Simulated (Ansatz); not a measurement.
# InP under changes of volume

One of the cells (25.167 Å³/atom); the others are scaled copies at fixed shape and fractional positions:

```xyz
2
Lattice="0.0000 2.9305 2.9305 2.9305 0.0000 2.9305 2.9305 2.9305 0.0000" Properties=species:S:1:pos:R:3 pbc="T T T"
In    0.0000    0.0000    0.0000
P     4.3957    4.3957    4.3957
```

| Item | Value |
| --- | --- |
| Program | Ansatz 0.2.0 |
| Functional | RPBE |
| Dispersion | D4 |
| Potentials or basis | Ansatz PAW |
| Cutoff | 420 eV (not typed: the program's choice for these potentials) |
| k mesh | 8 × 8 × 8 |
| Occupations | fermi-dirac, width 0.05 eV |
| Spin | no spin polarisation |

| volume (Å³/atom) | energy over the lowest point (meV/atom) | pressure (GPa) | gap on the mesh (eV) |
| --- | --- | --- | --- |
| 23.657 | 30.50 | 5.7 | 1.19 |
| 24.160 | 15.37 | 3.9 | 1.07 |
| 24.663 | ? | ? | ? |
| 25.167 | 0.67 | 0.9 | 0.85 |
| 25.670 | 0.00 | -0.4 | 0.74 |
| 26.173 | 3.17 | -1.6 | 0.64 |
| 26.677 | 9.79 | -2.6 | 0.53 |

Task: What does the run at 24.663 Å³/atom give?

Result: Energy over the lowest point 5.62 meV/atom; pressure 2.3 GPa; gap on the mesh 0.96 eV.

Worked out: A Birch-Murnaghan fit of order 3 (a polynomial in V^(-2/3)) to the other rows has its minimum at 25.50 Å³/atom with B0 = V·E''(V) = 64 GPa and B' = 4.7. It gives 5.62 meV/atom at 24.663 Å³/atom, against the run's 5.62, and -dE/dV = 2.3 GPa, against 2.3. A straight line through the other rows of the gap, of slope -5.46 eV per unit of ln V (its deformation potential), gives 0.96 eV, against the run's 0.96.

Energies are extrapolated to zero smearing.

Caveats: spin-orbit coupling is left out, which moves the levels of the heavy elements; the PAW data sets come from PBE, with cores solved anew for the run's functional, which leaves a small shift of forces and pressure.
